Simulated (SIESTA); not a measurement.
Crystal: MnO.

```
CELL_PARAMETERS angstrom
0.00000 2.22391 2.22391
2.22391 0.00000 2.22391
2.22391 2.22391 0.00000
ATOMIC_POSITIONS crystal
Mn 0.00000 0.00000 0.00000
O 0.50000 0.50000 0.50000
```

The cell is a database's computed one.

Base run:

- Program: SIESTA 5.4.2
- Functional: vdW-DF-cx
- Potentials or basis: PseudoDojo 0.4 standard (PBE files)
- Basis: DZP (energy shift 0.003 Ry; two zetas on semicore shells)
- Grid cutoff: 800 Ry
- Energy shift: 0.003 Ry
- k mesh: 10 × 10 × 10
- Occupations: fermi-dirac, width 0.05 eV
- Spin: collinear spin, ferromagnetic start
- Starting moments: [4.0, 0.0] μB

Its results: band gap on the k mesh none (metal or under the smearing width); pressure -4.4 GPa; net moment 4.79 μB per cell; site moments Mn +4.61; O +0.18 μB.

Question: The run is repeated on the same cell with these changes: functional from vdW-DF-cx to AM05; potentials or basis from PseudoDojo 0.4 standard (PBE files) to PseudoDojo 0.4 standard (PBEsol files). What comes out?

Answer: Band gap on the k mesh none (metal or under the smearing width); pressure -5.9 GPa; net moment 4.78 μB per cell; site moments Mn +4.58; O +0.20 μB.

Caveats: short orbitals over semicore shells can move pressures by several GPa; the potentials were made for another functional, which shifts forces and pressure; the basis of atomic orbitals isn't converged, which shifts pressures, moduli and gaps; a cell with one magnetic atom can't hold antiferromagnetic order, which such compounds often take; semilocal functionals often make such compounds metallic where correlation or magnetic order opens a gap, which also shifts bond lengths.
